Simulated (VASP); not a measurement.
Set up this calculation in VASP 6.6.1, as the native input.

| Quantity | Value |
| --- | --- |
| Task | relaxation of cell and atoms |
| Functional | PBE |
| Dispersion | D3(BJ) |
| Potentials or basis | VASP PAW PBE potentials, release 64 (Se) |
| Cutoff | 600 eV |
| k mesh | 9 × 9 × 6 |
| Occupations | gaussian, width 0.03 eV |
| Spin | no spin polarisation |
| Further INCAR settings | ALGO = Normal; EDIFF = 1e-07; IBRION = 2; EDIFFG = -0.005; NSW = 90; ISIF = 3 |

The structure of Se lies in POSCAR:

```
Se                                      
1.0
    4.0646724091      0.0000000000      0.0000000000
   -2.0323362046      3.5201095660      0.0000000000
   -0.0000000000      0.0000000000      5.1336898780
  Se            
     3
Direct
     0.2477491649870685    0.0000000000000000    0.3333333300000021
     0.0000000000000018    0.2477491649870721    0.6666666699999979
     0.7522508350129296    0.7522508350129279    0.0000000000000000
```

These files were run (other wordings do the same):

INCAR

```
SYSTEM = Se
PREC = Accurate ; ENCUT = 600
EDIFF = 1E-7 ; ISMEAR = 0
SIGMA = 0.03 ; LREAL = .FALSE.
LASPH = .TRUE. ; NELM = 80
ALGO = Normal ; ISIF = 3
LWAVE = .FALSE. ; LCHARG = .FALSE.
GGA = PE ; IVDW = 12
IBRION = 2 ; NSW = 90
EDIFFG = -0.005
```

KPOINTS

```
regular mesh
0
G
  9 9 6
  0 0 0
```

Potentials or basis: VASP PAW PBE potentials, release 64 (Se).

The run is started by

```bash
$ cat potpaw_PBE.64/Se/POTCAR > POTCAR
$ mpirun -np 1 vasp_std > vasp.out
```

It gave:

```yaml
Pressure_after_relaxing: 0.0 GPa
Band_gap_on_the_k_mesh: 0.51 eV, direct
Dispersion_energy_per_atom: -0.356 eV
```

Caveat: the relaxation stopped at its first step, so nothing moved; an odd mesh through Γ misses points on the zone boundary, where band edges often lie.

Wall time 23 s on 1 thread of Intel(R) Xeon(R) 6975P-C (Granite Rapids), on a shared host, peak memory 0.23 GiB.
